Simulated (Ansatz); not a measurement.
# Bands of HfC

```xyz
4
Lattice="3.8530 0.0000 0.0000 -1.9265 3.3368 0.0000 0.0000 0.0000 4.6375" Properties=species:S:1:pos:R:3 pbc="T T T"
Hf    0.0000    2.2245   -0.2803
Hf    1.9265    1.1123    2.0385
C     0.0000    2.2245    2.0240
C     1.9265    1.1123    4.3428
```

Atoms are numbered in the order listed.

The cell was built from the wurtzite type and relaxed in the same program, and has space group P6_3mc; it needn't be a known or the stable phase.

Spin–orbit coupling is left out, though it moves levels of the heavy atoms by tenths of an eV or more.

Method: DFT, PBE, all-electron LAPW, scalar-relativistic in Ansatz 0.2.0.

Settings: a Γ-centred 13×13×7 k mesh, Fermi–Dirac smearing of 0.08 eV, basis error target 1 meV/atom, no spin polarisation.

Points in fractions of the reciprocal vectors of this cell: Γ (0, 0, 0), M (0.5, 0, 0), K (0.333, 0.333, 0), A (0, 0, 0.5), L (0.5, 0, 0.5), H (0.333, 0.333, 0.5). The path joins them by straight lines in the order Γ–M–K–Γ–A–L–H–A–L; legs that retrace an earlier one aren't tabulated. Energies are in eV from the Fermi level.

Task: Metal or insulator at this level of theory?

Result: No gap opens: metallic or semimetallic.

Task: Tabulate bands 44 to 51, counted from the lowest band of the run, along the path.

Result: 
```json
{"k (1/Å)": "0.00", "point": "Γ", "band 44": "-2.65", "band 45": "-2.53", "band 46": "-2.53", "band 47": "-1.89", "band 48": "1.35", "band 49": "1.36", "band 50": "1.36", "band 51": "2.47"}
{"k (1/Å)": "0.24", "point": "", "band 44": "-2.55", "band 45": "-2.49", "band 46": "-2.29", "band 47": "-1.93", "band 48": "0.32", "band 49": "1.15", "band 50": "2.33", "band 51": "3.12"}
{"k (1/Å)": "0.47", "point": "", "band 44": "-2.50", "band 45": "-2.05", "band 46": "-2.00", "band 47": "-1.63", "band 48": "-0.60", "band 49": "0.74", "band 50": "2.96", "band 51": "4.07"}
{"k (1/Å)": "0.71", "point": "", "band 44": "-2.19", "band 45": "-1.99", "band 46": "-1.53", "band 47": "-1.28", "band 48": "-0.71", "band 49": "0.41", "band 50": "2.65", "band 51": "3.16"}
{"k (1/Å)": "0.94", "point": "M", "band 44": "-1.97", "band 45": "-1.86", "band 46": "-1.59", "band 47": "-1.29", "band 48": "-0.18", "band 49": "0.30", "band 50": "1.82", "band 51": "3.18"}
{"k (1/Å)": "1.08", "point": "", "band 44": "-1.97", "band 45": "-1.86", "band 46": "-1.60", "band 47": "-1.34", "band 48": "-0.11", "band 49": "0.12", "band 50": "1.57", "band 51": "3.45"}
{"k (1/Å)": "1.21", "point": "", "band 44": "-2.05", "band 45": "-1.78", "band 46": "-1.61", "band 47": "-1.54", "band 48": "-0.34", "band 49": "0.12", "band 50": "1.12", "band 51": "3.75"}
{"k (1/Å)": "1.35", "point": "", "band 44": "-2.16", "band 45": "-1.91", "band 46": "-1.64", "band 47": "-1.61", "band 48": "-0.75", "band 49": "0.32", "band 50": "0.81", "band 51": "3.45"}
{"k (1/Å)": "1.49", "point": "K", "band 44": "-2.28", "band 45": "-2.28", "band 46": "-1.58", "band 47": "-1.58", "band 48": "-0.94", "band 49": "0.42", "band 50": "0.71", "band 51": "3.32"}
{"k (1/Å)": "1.76", "point": "", "band 44": "-2.54", "band 45": "-1.87", "band 46": "-1.47", "band 47": "-1.34", "band 48": "-0.45", "band 49": "-0.12", "band 50": "1.38", "band 51": "3.96"}
{"k (1/Å)": "2.03", "point": "", "band 44": "-2.70", "band 45": "-2.00", "band 46": "-1.76", "band 47": "-1.35", "band 48": "-0.77", "band 49": "0.36", "band 50": "3.45", "band 51": "3.55"}
{"k (1/Å)": "2.30", "point": "", "band 44": "-2.65", "band 45": "-2.29", "band 46": "-2.28", "band 47": "-1.94", "band 48": "0.17", "band 49": "1.07", "band 50": "2.49", "band 51": "3.31"}
{"k (1/Å)": "2.57", "point": "Γ", "band 44": "-2.65", "band 45": "-2.53", "band 46": "-2.53", "band 47": "-1.89", "band 48": "1.35", "band 49": "1.36", "band 50": "1.36", "band 51": "2.47"}
{"k (1/Å)": "2.74", "point": "", "band 44": "-2.74", "band 45": "-2.60", "band 46": "-2.60", "band 47": "-2.20", "band 48": "0.36", "band 49": "1.65", "band 50": "1.65", "band 51": "2.73"}
{"k (1/Å)": "2.91", "point": "", "band 44": "-2.91", "band 45": "-2.85", "band 46": "-2.76", "band 47": "-2.76", "band 48": "-1.12", "band 49": "2.40", "band 50": "2.40", "band 51": "3.08"}
{"k (1/Å)": "3.08", "point": "", "band 44": "-3.03", "band 45": "-3.03", "band 46": "-2.94", "band 47": "-2.94", "band 48": "-2.38", "band 49": "3.42", "band 50": "3.42", "band 51": "3.58"}
{"k (1/Å)": "3.25", "point": "A", "band 44": "-3.15", "band 45": "-3.04", "band 46": "-3.04", "band 47": "-3.04", "band 48": "-3.04", "band 49": "4.25", "band 50": "4.25", "band 51": "4.47"}
{"k (1/Å)": "3.49", "point": "", "band 44": "-3.69", "band 45": "-2.87", "band 46": "-2.87", "band 47": "-2.68", "band 48": "-2.68", "band 49": "4.27", "band 50": "4.27", "band 51": "4.35"}
{"k (1/Å)": "3.72", "point": "", "band 44": "-4.23", "band 45": "-2.48", "band 46": "-2.48", "band 47": "-2.39", "band 48": "-2.39", "band 49": "4.00", "band 50": "4.00", "band 51": "4.10"}
{"k (1/Å)": "3.96", "point": "", "band 44": "-4.55", "band 45": "-2.35", "band 46": "-2.35", "band 47": "-1.82", "band 48": "-1.82", "band 49": "3.00", "band 50": "3.00", "band 51": "3.85"}
{"k (1/Å)": "4.19", "point": "L", "band 44": "-4.64", "band 45": "-2.28", "band 46": "-2.28", "band 47": "-1.55", "band 48": "-1.55", "band 49": "2.43", "band 50": "2.43", "band 51": "3.74"}
{"k (1/Å)": "4.33", "point": "", "band 44": "-4.62", "band 45": "-2.28", "band 46": "-2.28", "band 47": "-1.59", "band 48": "-1.59", "band 49": "2.22", "band 50": "2.22", "band 51": "3.97"}
{"k (1/Å)": "4.46", "point": "", "band 44": "-4.57", "band 45": "-2.28", "band 46": "-2.28", "band 47": "-1.67", "band 48": "-1.67", "band 49": "1.87", "band 50": "1.87", "band 51": "4.28"}
{"k (1/Å)": "4.60", "point": "", "band 44": "-4.52", "band 45": "-2.28", "band 46": "-2.28", "band 47": "-1.77", "band 48": "-1.77", "band 49": "1.61", "band 50": "1.61", "band 51": "4.42"}
{"k (1/Å)": "4.73", "point": "H", "band 44": "-4.49", "band 45": "-2.27", "band 46": "-2.27", "band 47": "-1.82", "band 48": "-1.82", "band 49": "1.51", "band 50": "1.51", "band 51": "4.46"}
{"k (1/Å)": "5.01", "point": "", "band 44": "-4.53", "band 45": "-2.35", "band 46": "-2.35", "band 47": "-1.78", "band 48": "-1.78", "band 49": "2.03", "band 50": "2.03", "band 51": "4.31"}
{"k (1/Å)": "5.28", "point": "", "band 44": "-4.33", "band 45": "-2.48", "band 46": "-2.48", "band 47": "-2.20", "band 48": "-2.20", "band 49": "3.41", "band 50": "3.41", "band 51": "4.38"}
{"k (1/Å)": "5.55", "point": "", "band 44": "-3.78", "band 45": "-2.81", "band 46": "-2.81", "band 47": "-2.64", "band 48": "-2.64", "band 49": "4.22", "band 50": "4.22", "band 51": "4.37"}
{"k (1/Å)": "5.82", "point": "A", "band 44": "-3.15", "band 45": "-3.04", "band 46": "-3.04", "band 47": "-3.04", "band 48": "-3.04", "band 49": "4.25", "band 50": "4.25", "band 51": "4.47"}
```
